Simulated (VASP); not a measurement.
# ZnSe (F-43m) in VASP: further runs

Runs on ZnSe. Level: PBE. Tasks: relaxation of cell and atoms.

Everything below comes from runs of VASP 6.6.1. Logs are shortened: lines on timing, memory, paths and dates and some standing lists are left out, and cuts for length are marked.

## 1. The structure

Symmetry: F-43m, No. 216, cubic system. The conventional cell has a = 5.668 Å, b = 5.668 Å, c = 5.668 Å, α = 90.00°, β = 90.00°, γ = 90.00°. Zn (site symmetry -43m) has 4 Se at 2.45 Å as nearest neighbours. Around Se (site symmetry -43m) lie 4 Zn at 2.45 Å.

## 2. Relaxation of cell and atoms, PBE

INCAR reads:

```
PREC = Accurate ; ENCUT = 520
EDIFF = 1E-7 ; ISMEAR = 0
SIGMA = 0.02 ; LREAL = False
LASPH = True ; NELM = 100
ALGO = Fast ; ISIF = 3
LWAVE = False ; LCHARG = False
GGA = PE ; IBRION = 2
NSW = 80 ; EDIFFG = -0.002
```

KPOINTS reads:

```
Automatic mesh
0
Gamma
  10 10 10
```

POSCAR reads:

```
ZnSe
1.0
    0.0000000000      2.8338000000      2.8338000000
    2.8338000000      0.0000000000      2.8338000000
    2.8338000000      2.8338000000      0.0000000000
Zn Se
1 1
Direct
    0.0000000000      0.0000000000      0.0000000000
    0.2500000000      0.2500000000      0.2500000000
```

Potentials or basis: VASP PAW PBE potentials, release 64 (Zn, Se).

Run with:

```sh
> cat potpaw_PBE.64/Zn/POTCAR potpaw_PBE.64/Se/POTCAR > POTCAR
> mpirun -np 1 vasp_std > vasp.out
```

OUTCAR:

```text
PREC = Accurate
   ENCUT = 520
   EDIFF = 1E-7
   ISMEAR = 0
   LREAL = False
   LASPH = True
   NELM = 100
   ISIF = 3
   GGA = PE
   IBRION = 2
   NSW = 80
   EDIFFG = -0.002

 ion  position               nearest neighbor table
   1  0.000  0.000  0.000-   2 2.45   2 2.45   2 2.45   2 2.45
   2  0.250  0.250  0.250-   1 2.45   1 2.45   1 2.45   1 2.45

  LATTYP: Found a face centered cubic cell.
 ALAT       =     5.6676000000

  Lattice vectors:

 A1 = (   0.0000000000,   2.8338000000,   2.8338000000)
 A2 = (   2.8338000000,   0.0000000000,   2.8338000000)
 A3 = (   2.8338000000,   2.8338000000,   0.0000000000)

Analysis of symmetry for initial positions (statically):
=====================================================================
 Subroutine PRICEL returns:
 Original cell was already a primitive cell.

 Routine SETGRP: Setting up the symmetry group for a
 face centered cubic supercell.

 Subroutine GETGRP returns: Found 24 space group operations
 (whereof 24 operations were pure point group operations)
 out of a pool of 48 trial point group operations.

The static configuration has the point symmetry T_d .

Analysis of symmetry for dynamics (positions and initial velocities):
=====================================================================
 Subroutine PRICEL returns:
 Original cell was already a primitive cell.

 Routine SETGRP: Setting up the symmetry group for a
 face centered cubic supercell.

 Subroutine GETGRP returns: Found 24 space group operations
 (whereof 24 operations were pure point group operations)
 out of a pool of 48 trial point group operations.

The dynamic configuration has the point symmetry T_d .

 Subroutine INISYM returns: Found 24 space group operations
 (whereof 24 operations are pure point group operations),
 and found     1 'primitive' translations

----------------------------------------------------------------------------------------

                                     Primitive cell

  volume of cell :      45.5132

  direct lattice vectors                    reciprocal lattice vectors
     0.000000000  2.833800000  2.833800000    -0.176441527  0.176441527  0.176441527
     2.833800000  0.000000000  2.833800000     0.176441527 -0.176441527  0.176441527
     2.833800000  2.833800000  0.000000000     0.176441527  0.176441527 -0.176441527

  length of vectors
     4.007598393  4.007598393  4.007598393     0.305605690  0.305605690  0.305605690

  position of ions in fractional coordinates (direct lattice)
     0.000000000  0.000000000  0.000000000
     0.250000000  0.250000000  0.250000000

  ion indices of the primitive-cell ions
   primitive index   ion index
                 1           1
                 2           2

----------------------------------------------------------------------------------------

 KPOINTS: Automatic mesh

Automatic generation of k-mesh.
 Grid dimensions read from file:
 generate k-points for:   10   10   10

 Generating k-lattice:

  Cartesian coordinates                     Fractional coordinates (reciprocal lattice)
    -0.017644153  0.017644153  0.017644153     0.100000000  0.000000000  0.000000000
     0.017644153 -0.017644153  0.017644153     0.000000000  0.100000000  0.000000000
     0.017644153  0.017644153 -0.017644153     0.000000000  0.000000000  0.100000000

  Length of vectors
     0.030560569  0.030560569  0.030560569

  Shift w.r.t. Gamma in fractional coordinates (k-lattice)
     0.000000000  0.000000000  0.000000000

 Subroutine IBZKPT returns following result:
 ===========================================

 Found     47 irreducible k-points:

 Following reciprocal coordinates:
            Coordinates               Weight
  0.000000  0.000000  0.000000      1.000000
  0.100000  0.000000  0.000000      8.000000
  0.200000  0.000000  0.000000      8.000000
  0.300000  0.000000  0.000000      8.000000
  0.400000  0.000000  0.000000      8.000000
  0.500000  0.000000  0.000000      4.000000
[... 16 lines left out ...]
  0.300000  0.300000  0.000000      6.000000
  0.400000  0.300000  0.000000     24.000000
 [... further k-points ...]
   k-points           NKPTS =     47   k-points in BZ     NKDIM =     47   number of bands    NBANDS=     13
   number of dos      NEDOS =    301   number of ions     NIONS =      2
   total plane-waves  NPLWV =  27000
   dimension x,y,z NGX =    30 NGY =   30 NGZ =   30
   dimension x,y,z NGXF=    60 NGYF=   60 NGZF=   60
   ions per type =               1   1
   NGX,Y,Z   is equivalent  to a cutoff of  12.44, 12.44, 12.44 a.u.
   NGXF,Y,Z  is equivalent  to a cutoff of  24.89, 24.89, 24.89 a.u.
 SYSTEM =  unknown system
   PREC   = accura    normal or accurate (medium, high low for compatibility)
   ISTART =      0    job   : 0-new  1-cont  2-samecut
   ICHARG =      2    charge: 1-file 2-atom 10-const
   ISPIN  =      1    spin polarized calculation?
   LNONCOLLINEAR =      F non collinear calculations
   LSORBIT =      F    spin-orbit coupling
   LASPH  =      T    aspherical Exc in radial PAW
   ENCUT  =  520.0 eV  38.22 Ry    6.18 a.u.   7.45  7.45  7.45*2*pi/ulx,y,z
   NELM   =    100;   NELMIN=  2; NELMDL= -5     # of ELM steps
   EDIFF  = 0.1E-06   stopping-criterion for ELM
   LREAL  =      F    real-space projection
   EDIFFG = -.2E-02   stopping-criterion for IOM
   NSW    =     80    number of steps for IOM
   IBRION =      2    ionic relax: 0-MD 1-quasi-New 2-CG
   NFREE  =      1    steps in history (QN), initial steepest desc. (CG)
   ISIF   =      3    stress and relaxation
   ISYM   =      2    0-nonsym 1-usesym 2-fastsym
   POTIM  = 0.5000    time-step for ionic-motion
   TEBEG  =    0.0;   TEEND  =   0.0 temperature during run
   PSTRESS=    0.0 pullay stress
   NELECT =      18.0000    total number of electrons
   NUPDOWN=      -1.0000    fix difference up-down
   EMIN   =  10.00;   EMAX   =-10.00  energy-range for DOS
   EFERMI =   0.00;   METHOD = LEGACY
   ISMEAR =     0;   SIGMA  =   0.02  broadening in eV -4-tet -1-fermi 0-gaus
   EFERMI_NEDOS =   21; number of points for ismear=-14 and -15
   IALGO  =     68    algorithm
   IMIX   =      4    mixing-type and parameters
     AMIX     =   0.40;   BMIX     =  1.00
     AMIX_MAG =   1.60;   BMIX_MAG =  1.00
  volume/ion in A,a.u.               =      22.76       153.57
  Fermi-wavevector in a.u.,A,eV,Ry     =   1.201673  2.270834 19.647073  1.444019
  Thomas-Fermi vector in A             =   2.337476
   LORBIT       =      0    0 simple, 1 ext, 2 COOP (PROOUT), +10 PAW based schemes
   GGA     = PE    functional components
   LHFCALC =     F    Hartree Fock is set to
   AEXX    =    0.0000 exact exchange contribution
   IVDW    =     0    specifies the selected vdW correction
   LEPSILON=     F    determine dielectric tensor
   LRPA    =     F    only Hartree local field effects (RPA)
 conjugate gradient relaxation of ions
 non-spin polarized calculation
 RMM-DIIS sequential band-by-band and
 Gauss-broadening in eV      SIGMA  =   0.02
  energy-cutoff  :      520.00
  volume of cell :       45.51
 maximum number of plane-waves:      1244
 NGX is ok and might be reduce to    30
   NGX = 15   NGY = 15   NGZ = 15

--------------------------------------- Ionic step        1  -------------------------------------------

 number of electron      18.0000012 magnetization

 Free energy of the ion-electron system (eV)
  ---------------------------------------------------
  ext. energy  EPLUGINS =         0.00000000
  ---------------------------------------------------
  free energy    TOTEN  =        -6.02076840 eV

  energy without entropy =       -6.02076840  energy(sigma->0) =       -6.02076840

------------------------ aborting loop because EDIFF is reached ----------------------------------------

  FORCE on cell =-STRESS in cart. coord.  units (eV):
  Direction    XX          YY          ZZ          XY          YZ          ZX
  --------------------------------------------------------------------------------------
  -------------------------------------------------------------------------------------
  Total        0.6755198      0.6755198      0.6755198      0.0000000      0.0000000      0.0000000
  in kB       23.7799583     23.7799583     23.7799583      0.0000000      0.0000000      0.0000000
  external PRESSURE =      23.7799583 kB  Pullay stress =       0.0000000 kB
[... 89 lines left out ...]
  FREE ENERGIE OF THE ION-ELECTRON SYSTEM (eV)
  ---------------------------------------------------
  free  energy   TOTEN  =        -6.0331513661 eV

  energy  without entropy=       -6.0331513661  energy(sigma->0) =       -6.03315137

[... ionic steps 4 to 7 ...]

--------------------------------------- Ionic step        8  -------------------------------------------

 number of electron      18.0000016 magnetization

------------------------ aborting loop because EDIFF is reached ----------------------------------------

  FORCE on cell =-STRESS in cart. coord.  units (eV):
  Direction    XX          YY          ZZ          XY          YZ          ZX
  --------------------------------------------------------------------------------------
  -------------------------------------------------------------------------------------
  Total        0.0137763      0.0137763      0.0137763     -0.0000000      0.0000000     -0.0000000
  in kB        0.4670998      0.4670998      0.4670998     -0.0000000      0.0000000     -0.0000000
  external PRESSURE =       0.4670998 kB  Pullay stress =       0.0000000 kB
[... 57 lines left out ...]
  energy  without entropy=       -6.0331524355  energy(sigma->0) =       -6.03315244

--------------------------------------- Ionic step       10  -------------------------------------------

 number of electron      18.0000016 magnetization

 Free energy of the ion-electron system (eV)
  ---------------------------------------------------
  ext. energy  EPLUGINS =         0.00000000
  ---------------------------------------------------
  free energy    TOTEN  =        -6.03315258 eV

  energy without entropy =       -6.03315258  energy(sigma->0) =       -6.03315258

 E-fermi :   1.4292     XC(G=0):  -9.1507

 val. band max:        1.2964541363   @ k =   0.0000   0.0000   0.0000
 cond. band min:       2.4370363675   @ k =   0.0000   0.0000   0.0000
 fundamental gap:      1.1405822312
 Fermi energy:         1.4292152288

 k-point     1 :       0.0000    0.0000    0.0000
  band No.  band energies     occupation
      1     -11.7281      2.00000
      2      -5.1190      2.00000
      3      -5.1190      2.00000
      4      -5.1190      2.00000
      5      -4.7826      2.00000
      6      -4.7826      2.00000
      7       1.2965      2.00000
      8       1.2965      2.00000
      9       1.2965      2.00000
     10       2.4370      0.00000
     11       7.1072      0.00000
     12       7.1072      0.00000
     13       7.1072      0.00000
[... 353 lines left out ...]
 k-point    24 :       0.4000    0.3000    0.0000
  band No.  band energies     occupation
      1     -10.9718      2.00000
      2      -5.0737      2.00000
      3      -4.9516      2.00000
      4      -4.9406      2.00000
      5      -4.7512      2.00000
      6      -4.7496      2.00000
      7      -2.6018      2.00000
      8      -0.5711      2.00000
      9      -0.3614      2.00000
     10       4.8921      0.00000
     11       5.4029      0.00000
     12       9.4324      0.00000
     13      10.3623      0.00000

 [... further k-points ...]

------------------------ aborting loop because EDIFF is reached ----------------------------------------

  FORCE on cell =-STRESS in cart. coord.  units (eV):
  Direction    XX          YY          ZZ          XY          YZ          ZX
  --------------------------------------------------------------------------------------
  -------------------------------------------------------------------------------------
  Total        0.0026966      0.0026966      0.0026966      0.0000000      0.0000000      0.0000000
  in kB        0.0914118      0.0914118      0.0914118      0.0000000      0.0000000      0.0000000
  external PRESSURE =       0.0914118 kB  Pullay stress =       0.0000000 kB
[... 17 lines left out ...]
  FREE ENERGIE OF THE ION-ELECTRON SYSTEM (eV)
  ---------------------------------------------------
  free  energy   TOTEN  =        -6.0331525841 eV

  energy  without entropy=       -6.0331525841  energy(sigma->0) =       -6.03315258

 reached required accuracy - stopping structural energy minimisation
```

It took 70 s on 1 thread of Intel Xeon 6975P-C (Granite Rapids), shared host; peak memory 0.19 GiB.

Results:

```yaml
Free_energy: -6.0332 eV
Relaxed_volume: 23.63 Å³/atom
Relaxed_cell: a = 4.058 Å, b = 4.058 Å, c = 4.058 Å, α = 60.00°, β = 60.00°, γ = 60.00°
Space_group_after_relaxing_to_0.05_Å: F-43m (No. 216)
Energy_gained_by_relaxing: 6.2 meV/atom
Ionic_steps: 10
Pressure_after_relaxing: 0.0 GPa
Band_gap_on_the_k_mesh: 1.14 eV, direct
```

The path:
| step | energy change (eV) | largest force (eV/Å) | pressure (GPa) | volume (Å³) |
| --- | --- | --- | --- | --- |
| 1 | 0.0000 | 0.0000 | 2.38 | 45.51 |
| 2 | -0.0114 | 0.0000 | -0.63 | 47.77 |
| 3 | -0.0124 | 0.0000 | 0.03 | 47.25 |
| 4 | -0.0124 | 0.0000 | -0.02 | 47.28 |
| 5 | -0.0124 | 0.0000 | -0.03 | 47.27 |
| 6 | -0.0124 | 0.0000 | 0.06 | 47.21 |
| 7 | -0.0124 | 0.0000 | 0.03 | 47.24 |
| 8 | -0.0124 | 0.0000 | 0.05 | 47.25 |
| 9 | -0.0124 | 0.0000 | 0.03 | 47.26 |
| 10 | -0.0124 | 0.0000 | 0.01 | 47.26 |

Final structure:
```
Zn Se
1.0
     0.00000    2.86965    2.86965
     2.86965    0.00000    2.86965
     2.86965    2.86965    0.00000
Zn Se
1 1
Direct
  0.00000 0.00000 0.00000
  0.25000 0.25000 0.25000
```

Levels at points of the mesh, in eV from the valence-band top:
```csv
k point,band 7,band 8,band 9,band 10,band 11,band 12
"(0.00, 0.00, 0.00)",0.00,0.00,0.00,1.14,5.81,5.81
"(0.50, 0.00, 0.00)",-4.99,-0.81,-0.81,2.48,6.39,6.39
"(0.50, 0.50, 0.00)",-4.59,-2.05,-2.05,3.07,3.46,10.47
```

A hybrid or GW would open this gap; PBE tends to underestimate it. PBE usually gives volumes a little too large and moduli too small.

## 3. Relaxation of cell and atoms, PBE

This run uses another cell than the first one, of 23.63 Å³/atom, 1.038 times its volume.

INCAR is that of step 2.

KPOINTS is that of step 2.

POSCAR reads:

```
ZnSe                                    
1.0
    0.0000000000      2.8696505258      2.8696505258
    2.8696505258     -0.0000000000      2.8696505258
    2.8696505258      2.8696505258      0.0000000000
  Zn              Se            
     1     1
Direct
     0.0000000000000000    0.0000000000000000    0.0000000000000000
     0.2500000000000000    0.2500000000000000    0.2500000000000000
```

Potentials or basis: VASP PAW PBE potentials, release 64 (Zn, Se).

Run with:

```sh
> cat potpaw_PBE.64/Zn/POTCAR potpaw_PBE.64/Se/POTCAR > POTCAR
> mpirun -np 1 vasp_std > vasp.out
```

Wall time 26 s (1 thread of Intel Xeon 6975P-C (Granite Rapids), shared host); peak memory 0.18 GiB.

The run converged. Its results:

```yaml
Free_energy: -6.0332 eV
Relaxed_volume: 23.64 Å³/atom
Relaxed_cell: a = 4.059 Å, b = 4.059 Å, c = 4.059 Å, α = 60.00°, β = 60.00°, γ = 60.00°
Space_group_after_relaxing_to_0.05_Å: F-43m (No. 216)
Energy_gained_by_relaxing: 0.0 meV/atom
Ionic_steps: 3
Pressure_after_relaxing: 0.0 GPa
Band_gap_on_the_k_mesh: 1.14 eV, direct
```

Final structure:
```xyz
2
Lattice="0.0000 2.8699 2.8699 2.8699 0.0000 2.8699 2.8699 2.8699 0.0000" Properties=species:S:1:pos:R:3 pbc="T T T"
Zn    0.0000    0.0000    0.0000
Se    1.4349    1.4349    1.4349
```

Levels at points of the mesh, in eV from the valence-band top:
```tsv
k point	band 5	band 6	band 7	band 8	band 9	band 10	band 11	band 12	band 13
(0.00, 0.00, 0.00)	-6.08	-6.08	0.00	0.00	0.00	1.14	5.81	5.81	5.81
(0.50, 0.00, 0.00)	-6.06	-5.93	-4.99	-0.81	-0.81	2.48	6.39	6.39	8.47
(0.50, 0.50, 0.00)	-6.03	-5.91	-4.59	-2.05	-2.05	3.07	3.46	10.47	10.99
```
